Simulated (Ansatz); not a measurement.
**Pb (sc type): how the settings move a single-point run**

Aim: see which settings change the result for Pb (sc type), by how much, and at what cost.

Program: Ansatz 0.2.0. Level of theory: reference: DFT, PBE, PAW with Ansatz's default frozen-core files, scalar-relativistic. These are calculated values, not measurements.

2 further runs of the same task are left out: 1 that didn't finish, 1 set aside as unsound or not needed.

### 1 The system as given

The structure is cubic, space group Pm-3m (No. 221). The conventional cell has a = 3.199 Å, b = 3.199 Å, c = 3.199 Å, α = 90.00°, β = 90.00°, γ = 90.00°. Pb (site symmetry m-3m) has 6 Pb at 3.20 Å as nearest neighbours.

As a file:

```
CELL_PARAMETERS angstrom
3.19921 0.00000 0.00000
0.00000 3.19921 0.00000
0.00000 0.00000 3.19921
ATOMIC_POSITIONS crystal
Pb 0.00000 0.00000 0.00000
```

### 2 Reference

Contents of input.yaml:

```yaml
crystal:
  lattice:
    - [3.1992108731, 0.0, 0.0]
    - [0.0, 3.1992108731, 0.0]
    - [0.0, 0.0, 3.1992108731]
  atoms:
    - { symbol: Pb, position: [0.0, 0.0, 0.0] }
kpoints:
  mp_grid: { grid: [12, 12, 12] }
scf:
  occupations: { method: fermi_dirac, width: 0.05 }
hamiltonian:
  xc: pbe
  pseudopotentials: { kind: paw }
output:
  forces: true
  stress: true
  eigenvalues: true
  populations: true
```

On the command line:

```bash
ansatz run input.yaml --threads 1 --pin off --max-ram 2048MiB --backend cpu --events-out ev --progress --plain --runs-dir out
```

### 3 A further run, with the input changed

input.yaml, as its differences from that of step 2:

```diff
@@ -11,2 +11,4 @@
   occupations: { method: fermi_dirac, width: 0.05 }
+  convergence: { dr2_threshold: 0.0001 }
+  algorithm: direct_min
 hamiltonian:
```

(Steps that only read results are left out.)

Before running it: what results should come out? Wanted: for each run, ending; energy change; pressure; gap; force.

As calculated:

```csv
run,ending,energy change,pressure (GPa),gap (eV),force (eV/Å),cycles,time
reference,converged,0,2.1,0.00,0.00,6,2 s
"1: dr2_threshold 0.0001, scf.algorithm direct_min",converged,0.0 meV/atom,2.1,0.00,0.00,3,2.8 s
```

Residual by cycle in the longest SCF loop of each run; runs are numbered as in the table. The quantity is the density residual dr2, in eV.

```csv
cycle,reference,run 1
1,5.4e-5,3.0e-5
2,1.1e-5,1.9e-6
3,2.9e-6,3.5e-7
4,3.9e-7,-
5,1.9e-8,-
6,1.2e-9,-
```

With the changed convergence setting and solver the energy agrees within 0.5 meV/atom. Cost: 3 SCF cycles against 6.
